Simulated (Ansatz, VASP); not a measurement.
# Al: VASP beside Ansatz

```xyz
1
Lattice="0.0000 2.0248 2.0248 2.0248 0.0000 2.0248 2.0248 2.0248 0.0000" Properties=species:S:1:pos:R:3 pbc="T T T"
Al    0.0000    0.0000    0.0000
```

Alike in both runs: functional LDA; k mesh 6 × 6 × 6; occupations fermi-dirac, width 0.05 eV; no spin polarisation.

|  | VASP | Ansatz |
| --- | --- | --- |
| version | VASP 6.6.1 | Ansatz 0.2.0 |
| potentials or method | VASP PAW LDA potentials, release 64 (Al) | Ansatz PAW |
| plane-wave cutoff (eV) | 520 | 420 |
| valence electrons in the cell | 3 | 3 |
| task | single point | band structure |

|  | VASP | Ansatz | Ansatz less VASP |
| --- | --- | --- | --- |
| gap on the k mesh at the Fermi level (eV) | none | none | - |
| pressure (GPa) | -3.2 | -3.2 | -0.05 |

A gap of «none» marks a metal or a gap that the smearing closes.

Caveats: the k mesh is coarse (spacing up to 0.45 Å⁻¹), so the values aren't converged; the PAW data sets come from PBE, with cores solved anew for the run's functional, which leaves a small shift of forces and pressure (Ansatz).
